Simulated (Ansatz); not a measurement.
Crystal: ZrC.

```
Zr C
1.0
     3.39148    0.00000    0.00000
    -1.69574    2.93710    0.00000
     0.00000    0.00000    5.29005
Zr C
2 2
Direct
  0.66667 0.33333 0.75000
  0.33333 0.66667 0.25000
  0.00000 0.00000 0.50000
  0.00000 0.00000 0.00000
```

The cell comes from a database or a generator and needn't be the stable form of this composition.

Base run:

| Property | Result |
| --- | --- |
| Program | Ansatz 0.2.0 |
| Functional | PBEsol |
| Potentials or basis | Ansatz PAW |
| Cutoff | 420 eV |
| Density cutoff | 1680 eV |
| k mesh | 9 × 9 × 5 |
| Occupations | fermi-dirac, width 0.05 eV |
| Spin | no spin polarisation |

Its results: band gap on the k mesh none (metal or under the smearing width); pressure -7.8 GPa.

The run is repeated on the same cell with these changes: hubbard terms from none to Zr d U = 1 eV; hubbard projectors from none to ortho-atomic (the default). What comes out?

Band gap on the k mesh none (metal or under the smearing width); pressure -6.7 GPa.

Caveats: the PAW data sets come from PBE, with cores solved anew for the run's functional, which leaves a small shift of forces and pressure; U without spin polarisation on a metal has little footing (some runs); the U is typed as a test and isn't derived for this compound (some runs).

Not every run made on this cell is shown here.
